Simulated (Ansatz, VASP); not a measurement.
## Si in VASP and in Ansatz

```
CELL_PARAMETERS angstrom
-0.02173 2.72226 2.74400
2.72226 -0.02173 2.74400
2.70053 2.70053 0.00000
ATOMIC_POSITIONS crystal
Si 0.00000 0.00000 0.00000
Si 0.25000 0.25000 0.25000
```

Change from the starting cell: strained cell.

Alike in both runs: task relaxation of the atoms; functional PBEsol; k mesh 10 × 10 × 10; occupations gaussian, width 0.02 eV; no spin polarisation.

|  | VASP | Ansatz |
| --- | --- | --- |
| version | VASP 6.6.1 | Ansatz 0.2.0 |
| potentials or method | VASP PAW PBE potentials, release 64 (Si) | scalar-relativistic, plane waves, PAW |
| plane-wave cutoff (eV) | 520 | 420 |
| valence electrons in the cell | 8 | 8 |

|  | VASP | Ansatz | Ansatz less VASP |
| --- | --- | --- | --- |
| gap on the k mesh at the Fermi level, each at its own relaxed structure (eV) | 0.38 | 0.38 | +0.006 |

Ansatz warned: «stress_scf_threshold_loose».
